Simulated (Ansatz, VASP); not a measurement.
**One calculation of In, two programs**

The input INCAR:

```
SYSTEM = In
ALGO     = Fast           ! electronic algorithm
DIPOL    = 0.5 0.5 0.500
EDIFF    = 1E-7           ! SCF threshold, eV
ENCUT    = 520            ! plane-wave cutoff, eV
GGA      = PS             ! functional
IDIPOL   = 3            
ISIF     = 2              ! what is computed and relaxed
ISMEAR   = 0              ! smearing method
LASPH    = .True.         ! aspherical terms in the spheres
LCHARG   = .False.        ! write CHGCAR
LDIPOL   = .True.       
LREAL    = .False.        ! projectors in reciprocal space
LWAVE    = .False.        ! write WAVECAR
NBANDS   = 40             ! bands
NELM     = 100            ! most SCF steps
PREC     = Accurate       ! precision mode
SIGMA    = 0.1            ! smearing width, eV
```

Contents of KPOINTS:

```
k-points
0
Gamma
  12 12 1
  0 0 0
```

Contents of POSCAR:

```
In
1.0
    3.1948852347      0.0000000000      0.0000000000
   -1.5974426173      2.9656688545      0.0000000000
    0.0000000000      0.0000000000     25.7671829784
In
5
Direct
    0.2901384059      0.5802768119      0.2910679063
    0.5802768119      0.1605536237      0.3955339531
    0.8704152178      0.7408304356      0.5000000000
    0.1605536237      0.3211072475      0.6044660469
    0.4506920297      0.9013840594      0.7089320937
```

Input for Ansatz:

```yaml
crystal:
  lattice:
    - [3.1948852347, 0.0, 0.0]
    - [-1.5974426173, 2.9656688545, 0.0]
    - [0.0, 0.0, 25.7671829784]
  atoms:
    - { symbol: In, position: [0.2901384059, 0.5802768119, 0.2910679063] }
    - { symbol: In, position: [0.5802768119, 0.1605536237, 0.3955339531] }
    - { symbol: In, position: [0.8704152178, 0.7408304356, 0.5] }
    - { symbol: In, position: [0.1605536237, 0.3211072475, 0.6044660469] }
    - { symbol: In, position: [0.4506920297, 0.9013840594, 0.7089320937] }
basis:
  ecutwfc: 420
kpoints:
  mp_grid: { grid: [12, 12, 1] }
hamiltonian:
  xc: pbesol
scf:
  occupations: { method: gaussian, width: 0.1 }
output:
  forces: true
  stress: true
  eigenvalues: true
  write_density: true
  write_potential: true
  elf: true
  volumetric_format: npy
efield:
  axis: 3
  dipole_correction: true
```

Alike in both runs: task single point; functional PBEsol; k mesh 12 × 12 × 1; occupations gaussian, width 0.1 eV; no spin polarisation.

```csv
,VASP,Ansatz
version,VASP 6.6.1,Ansatz 0.2.0
potentials or method,"VASP PAW PBE potentials, release 64 (In_d)","scalar-relativistic, plane waves, PAW"
plane-wave cutoff (eV),520,420
valence electrons in the cell,65,65
```

```csv
,VASP,Ansatz,Ansatz less VASP
gap on the k mesh at the Fermi level (eV),none,none,-
rms of the force components (eV/Å),0.008,0.008,-0.0001
```

Atom by atom the forces differ by 0.001 eV/Å (rms over components). A gap of «none» marks a metal or a gap that the smearing closes. Ansatz warned: «xc_potential_rough_in_thin_density».

Caveats: the PAW data sets were made with another functional, which shifts forces and pressure a little (VASP).
